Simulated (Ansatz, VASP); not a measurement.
HgTe in VASP and in Ansatz

```xyz
2
Lattice="0.0000 3.2548 3.2548 3.2548 0.0000 3.2548 3.2548 3.2548 0.0000" Properties=species:S:1:pos:R:3 pbc="T T T"
Hg    0.0000    0.0000    0.0000
Te    1.6274    1.6274    1.6274
```

Alike in both runs: functional PBEsol; k mesh 12 × 12 × 12; occupations gaussian, width 0.1 eV; no spin polarisation.

Ansatz relaxed the structure, and its values are those at the end. VASP's run is a single point on that final structure, the one shown.

```csv
,VASP,Ansatz
version,VASP 6.6.1,Ansatz 0.2.0
potentials or method,"VASP PAW PBE potentials, release 64 (Hg, Te)","scalar-relativistic, plane waves, PAW"
plane-wave cutoff (eV),520,420
valence electrons in the cell,18,36
```

|  | VASP | Ansatz | Ansatz less VASP |
| --- | --- | --- | --- |
| gap on the k mesh at the Fermi level (eV) | none | none | - |
| pressure (GPa) | 0.1 | 0.0 | -0.10 |

A gap of «none» marks a metal or a gap that the smearing closes. The two sets of potentials don't hold the same shells in valence.

Caveats: the PAW data sets were made with another functional, which shifts forces and pressure a little (VASP). Spin-orbit coupling is left out, which matters for the levels of Hg, Te.
